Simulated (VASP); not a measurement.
Crystal: KI.

```
I K
1.0
     0.00000    3.53277    3.53277
     3.53277    0.00000    3.53277
     3.53277    3.53277    0.00000
I K
1 1
Direct
  0.50000 0.50000 0.50000
  0.00000 0.00000 0.00000
```

- Program: VASP 6.6.1
- Task: single point
- Functional: PBE
- Potentials or basis: VASP PAW PBE potentials, release 64 (I, K_sv)
- Cutoff: 520 eV
- k mesh: 7 × 7 × 7
- Occupations: fermi-dirac, width 0.05 eV
- Spin: no spin polarisation

On this cell: pressure 0.6 GPa; largest force zero by symmetry; band gap on the k mesh 3.96 eV, direct.

The same run follows on a disturbed copy (atoms moved at random, drawn with an rms of 0.05 Å):

```
CELL_PARAMETERS angstrom
0.00000 3.53277 3.53277
3.53277 0.00000 3.53277
3.53277 3.53277 0.00000
ATOMIC_POSITIONS crystal
I 0.50360 0.51251 0.48597
K 0.00690 0.99881 0.99937
```

Q: What does the disturbed cell give?

A: The energy moves by +1.3 meV/atom; pressure 0.6 GPa; largest force 0.076 eV/Å; band gap on the k mesh 3.96 eV, direct.

Forces on the atoms (eV/Å):
```
I   -0.001  0.065 -0.040
K    0.001 -0.065  0.040
```

Caveats: spin-orbit coupling is left out, which moves the levels of the heavy elements; an odd mesh through Γ misses points on the zone boundary, where band edges often lie.
